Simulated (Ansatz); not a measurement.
# Ni3Ge: a strain scan

This session takes Ni3Ge and sets out to see how energy and stress answer to the strain pattern (1, 0, 0, 0, 0, 0).

Program: Ansatz 0.2.0. Level of theory: DFT PBEsol, scalar-relativistic, plane waves, PAW. These are calculated values, not measurements.

1 further run of the same task is left out (set aside as unsound or not needed).

## 1. The starting structure

The structure is cubic, space group Pm-3m (No. 221). Conventional cell: a = 3.525 Å, b = 3.525 Å, c = 3.525 Å, α = 90.00°, β = 90.00°, γ = 90.00°. Around Ni (site symmetry 4/mmm) lie 8 Ni at 2.49 Å and 4 Ge at 2.49 Å. Ge (site symmetry m-3m) has 12 Ni at 2.49 Å as nearest neighbours.

Coordinates:

```
CELL_PARAMETERS angstrom
3.52491 0.00000 0.00000
0.00000 3.52491 0.00000
0.00000 0.00000 3.52491
ATOMIC_POSITIONS crystal
Ni 0.50000 0.00000 0.50000
Ni 0.00000 0.50000 0.50000
Ni 0.50000 0.50000 0.00000
Ge 0.00000 0.00000 0.00000
```

It goes back to an entry of the Materials Project, which need not be the stable form.

It is the result of an earlier relaxation at this level (volume 10.95 Å³/atom; gap on the mesh: none (metal)).

## 2. Zero of the scan

The input, input.yaml:

```yaml
crystal:
  lattice:
    - [3.5249142772, 0.0, 0.0]
    - [0.0, 3.5249142772, 0.0]
    - [0.0, 0.0, 3.5249142772]
  atoms:
    - { symbol: Ni, position: [0.5, 0.0, 0.5] }
    - { symbol: Ni, position: [0.0, 0.5, 0.5] }
    - { symbol: Ni, position: [0.5, 0.5, 0.0] }
    - { symbol: Ge, position: [0.0, 0.0, 0.0] }
basis:
  ecutwfc: 420
kpoints:
  mp_grid: { grid: [14, 14, 14] }
hamiltonian:
  xc: pbesol
scf:
  occupations: { method: gaussian, width: 0.15 }
output:
  forces: true
  stress: true
  eigenvalues: true
```

On the command line:

```sh
$ ansatz run input.yaml --threads 1 --pin off --max-ram 2560MiB --backend cpu --events-out ev --progress --plain --runs-dir out
```

## 3. The scan: a strain scan

The cell is strained by ε times the Voigt pattern (1, 0, 0, 0, 0, 0) (xx, yy, zz, yz, xz, xy; engineering shear), with fractional coordinates fixed (clamped ions). The stress on the pattern is the sum of the stress components weighted by it, tension positive.

## 4. Point ε = -0.0400

input.yaml: that of step 2 with these lines changed.

```diff
@@ -2,3 +2,3 @@
   lattice:
-    - [3.5249142772, 0.0, 0.0]
+    - [3.3839177061, 0.0, 0.0]
     - [0.0, 3.5249142772, 0.0]
```

## 5. Point ε = 0.0300

input.yaml: that of step 4 with these lines changed.

```diff
@@ -2,3 +2,3 @@
   lattice:
-    - [3.3839177061, 0.0, 0.0]
+    - [3.6306617055, 0.0, 0.0]
     - [0.0, 3.5249142772, 0.0]
```

## 6. ε = -0.0200

input.yaml: that of step 5 with these lines changed.

```diff
@@ -2,3 +2,3 @@
   lattice:
-    - [3.6306617055, 0.0, 0.0]
+    - [3.4544159917, 0.0, 0.0]
     - [0.0, 3.5249142772, 0.0]
```

## 7. Point ε = 0.0100

input.yaml: that of step 6 with these lines changed.

```diff
@@ -2,3 +2,3 @@
   lattice:
-    - [3.4544159917, 0.0, 0.0]
+    - [3.56016342, 0.0, 0.0]
     - [0.0, 3.5249142772, 0.0]
```

## 8. Point ε = 0.0400

input.yaml: that of step 7 with these lines changed.

```diff
@@ -2,3 +2,3 @@
   lattice:
-    - [3.56016342, 0.0, 0.0]
+    - [3.6659108483, 0.0, 0.0]
     - [0.0, 3.5249142772, 0.0]
```

## 9. ε = -0.0300

input.yaml: that of step 8 with these lines changed.

```diff
@@ -2,3 +2,3 @@
   lattice:
-    - [3.6659108483, 0.0, 0.0]
+    - [3.4191668489, 0.0, 0.0]
     - [0.0, 3.5249142772, 0.0]
```

## 10. At ε = 0.0200

input.yaml: that of step 9 with these lines changed.

```diff
@@ -2,3 +2,3 @@
   lattice:
-    - [3.4191668489, 0.0, 0.0]
+    - [3.5954125627, 0.0, 0.0]
     - [0.0, 3.5249142772, 0.0]
```

## 11. Point ε = -0.0100

input.yaml: that of step 10 with these lines changed.

```diff
@@ -2,3 +2,3 @@
   lattice:
-    - [3.5954125627, 0.0, 0.0]
+    - [3.4896651344, 0.0, 0.0]
     - [0.0, 3.5249142772, 0.0]
```

## 12. Point ε = 0.0350

input.yaml: that of step 11 with these lines changed.

```diff
@@ -2,3 +2,3 @@
   lattice:
-    - [3.4896651344, 0.0, 0.0]
+    - [3.6482862769, 0.0, 0.0]
     - [0.0, 3.5249142772, 0.0]
```

(Steps that only read results are left out.)

Before running it: what results should come out? Wanted: slope of the stress at ε = 0, over ±0.0100.

The runs gave:

| quantity | value |
| --- | --- |
| slope of the stress at ε = 0, over ±0.0100 | 319 GPa |

What this shows: From the stress slope, C11 is about 319 GPa with the ions clamped; letting the atoms relax could not make it stiffer. The undisturbed cell stays the lowest of the sampled points. Compression costs more than tension: 18.8 against 16.2 meV/atom at the ends. The final runs have no spin polarisation, so no magnetic state was tried and one may lie lower.
